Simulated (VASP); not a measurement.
Runs of VASP 6.6.1 on ZrO2. The structure is cubic, space group Fm-3m (No. 225). The conventional cell has a = 5.117 Å, b = 5.117 Å, c = 5.117 Å, α = 90.00°, β = 90.00°, γ = 90.00°. Around Zr (site symmetry m-3m) lie 8 O at 2.22 Å. O (site symmetry -43m) has 4 Zr at 2.22 Å as nearest neighbours. The cell was built by a generator and needn't be a form met in nature.

```csv
task,level,k mesh,grid for exact exchange (PRECFOCK),exchange at q = 0,screening parameter,gap on the mesh (eV),pressure (GPa)
electrostatic potential,PBE0,6 × 6 × 6,Fast,default,-,(b),-6.5
band structure,r2SCAN,10 × 10 × 10,-,-,-,(a),-3.7
band structure,HSE06,8 × 8 × 8,Fast,-,0.2 1/A,4.94,-6.5
electrostatic potential,HSE06,8 × 8 × 8,Fast,-,0.2 1/A,4.94,-6.5
band structure,PBE0,6 × 6 × 6,Fast,truncated,-,5.66,-6.4
```

Alike in all rows: potentials or basis VASP PAW PBE potentials, release 64 (Zr_sv, O); no spin polarisation; cell as given; cutoff (eV) 520; smearing gaussian 0.02 eV.

Q: Estimate the missing entries.

A: (a) 3.82; (b) 5.67.

Caveats: the PAW data sets were made with another functional, which shifts forces and pressure a little.

A k mesh can miss the band edges, and the runs leave out spin-orbit coupling on Zr.

Runs at the PBE level aren't shown here.
